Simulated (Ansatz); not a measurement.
**KCl: deformation potentials from a series**

```xyz
2
Lattice="0.0000 3.1561 3.1561 3.1561 0.0000 3.1561 3.1561 3.1561 0.0000" Properties=species:S:1:pos:R:3 pbc="T T T"
K     0.0000    0.0000    0.0000
Cl    3.1561    3.1561    3.1561
```

Atom numbers follow the list: K1, Cl2.

The structure is an experimental refinement, used without relaxation.

Theory: Ansatz 0.2.0, DFT, PBE, all-electron LAPW, scalar-relativistic.

Sampling and basis: a Γ-centred 7×7×7 k mesh, Fermi–Dirac smearing of 0.03 eV, basis error target 1 meV/atom, no spin polarisation.

The strain is applied along the Cartesian axes of the cell as listed (the other components stay zero). Fractional coordinates are held (clamped ions).

Only quantities that a quadratic follows smoothly over the whole series are listed; rougher ones are left out.

```csv
εzz,"direct gap at Γ, from the mean of the top three filled levels (eV)",singlet less doublet of the top filled triplet at Γ (eV)
-0.0300,5.259,0.025
-0.0200,5.225,0.015
-0.0100,5.191,0.007
0.0000,5.157,0.000
0.0100,5.123,-0.005
0.0300,5.055,-0.013
```

Question: Fit the series and give the slopes at zero strain.

Answer: Least-squares fits y = p0 + p1 x + p2 x² to the rows give direct gap at Γ, from the mean of the top three filled levels (eV): p1 = -3.4, p2 = -4.2e-12; singlet less doublet of the top filled triplet at Γ (eV): p1 = -0.627, p2 = 6.4. Without spin–orbit coupling the singlet lies 3b(εzz − εxx) above the doublet in the usual convention, so the shear deformation potential is b = -0.21 eV.

Question: One run, at εzz = 0.0200, is withheld. Predict its row.

Answer: The fits give 5.089, -0.010; the run gave 5.089, -0.010.
